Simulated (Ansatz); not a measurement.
**Ta: a line through an energy map**

One line of a two-coordinate grid on Ta (Im-3m, No. 229; 1 atom in the cell): normal strain along z is varied, at normal strain along x = 5.50 %.

Computed with Ansatz 0.2.0 (DFT PBE, scalar-relativistic, plane waves, PAW, unless a step's input says otherwise).

41 further runs of the same task are left out: 41 set aside as unsound or not needed.

**1. Starting point**

The structure is cubic, space group Im-3m (No. 229). The conventional cell has a = 3.319 Å, b = 3.319 Å, c = 3.319 Å, α = 90.00°, β = 90.00°, γ = 90.00°. Ta (site symmetry m-3m) is surrounded by 8 Ta at 2.87 Å.

As a file:

```cif
data_structure
_symmetry_space_group_name_H-M 'P 1'
_symmetry_Int_Tables_number 1
_cell_length_a 2.8743
_cell_length_b 2.8743
_cell_length_c 2.8743
_cell_angle_alpha 109.471
_cell_angle_beta 109.471
_cell_angle_gamma 109.471
_cell_volume 18.28
loop_
_atom_site_label
_atom_site_type_symbol
_atom_site_fract_x
_atom_site_fract_y
_atom_site_fract_z
_atom_site_occupancy
Ta1 Ta 0.00000 0.00000 0.00000 1
```

This cell was relaxed beforehand with the same method: volume 18.28 Å³/atom, gap on the mesh none (metal).

**2. Plan of the line**

The energy is mapped over two homogeneous strains (x along [1 0 0], y along [0 1 0], z along [0 0 1] of the conventional cell).

The axes are (1) normal strain along x: 9 values from −11.00 %; (2) normal strain along z: 9 values from −15.00 %.

Nothing else is relaxed (symmetry fixes all fractional coordinates). Energies count from the relaxed crystal. Points are written as (first, second).

**3. The run at (5.50 %, −15.00 %)**

Contents of input.yaml:

```yaml
crystal:
  lattice:
    - [-1.7507551652, 1.6594835689, 1.4105610336]
    - [1.7507551652, -1.6594835689, 1.4105610336]
    - [1.7507551652, 1.6594835689, -1.4105610336]
  atoms:
    - { symbol: Ta, position: [0.0, 0.0, 0.0] }
basis:
  ecutwfc: 420
kpoints:
  mp_grid: { grid: [18, 18, 18] }
hamiltonian:
  xc: pbe
  pseudopotentials: { kind: paw, azcp: { folder: soft_1 } }
scf:
  occupations: { method: gaussian, width: 0.15 }
output:
  forces: true
  stress: true
  eigenvalues: true
```

On the command line:

```console
ansatz run input.yaml --threads 1 --pin off --max-ram 2048MiB --backend cpu --events-out ev --progress --plain --runs-dir out
```

Further runs follow: the other points of the line.

Q: Predict the outcome of this session. Wanted: for each run, normal strain along z; energy; slope; pressure.

The runs gave:

```
normal strain along z (%)  step  energy (meV/atom)  slope (meV/atom per %)  pressure (GPa)
                   −15.00     3                301                     −55            30.5
                   −11.25     –                138                     −32            17.0
                    −7.50     4                 55                     −14             6.2
                    −3.75     5                 26                      −2            −2.2
                     0.00     6                 40                       9            −9.1
                     3.75     7                 91                      18           −14.6
                     7.50     8                173                      25           −18.9
                    11.25     9                276                      30           −22.4
                    15.00    10                397                      34           −25.1
```

Energies count from the relaxed crystal. Rows without a step come from runs not printed here or follow by symmetry. Slopes come from the forces (and the stress, where the cell changes), not from differences of energies.

The lowest point of the line is at −3.75 %, 26 meV/atom from the zero. A fit to energies and slopes at the lowest point and its two neighbours puts the minimum at −3.150 %, with a curvature of about 3.1 meV/atom per %². Divided by the reference volume, that is a stiffness of about 270 GPa for this pattern of strain. The well is lopsided: two grid steps out, the energy rises by 112 meV/atom towards smaller values and 66 meV/atom towards larger ones. The highest point computed, at 15.00 %, lies 371 meV/atom above the lowest. This is one cut through a surface in two coordinates; the map's lowest point lies off it. Spin-orbit coupling is left out for Ta.
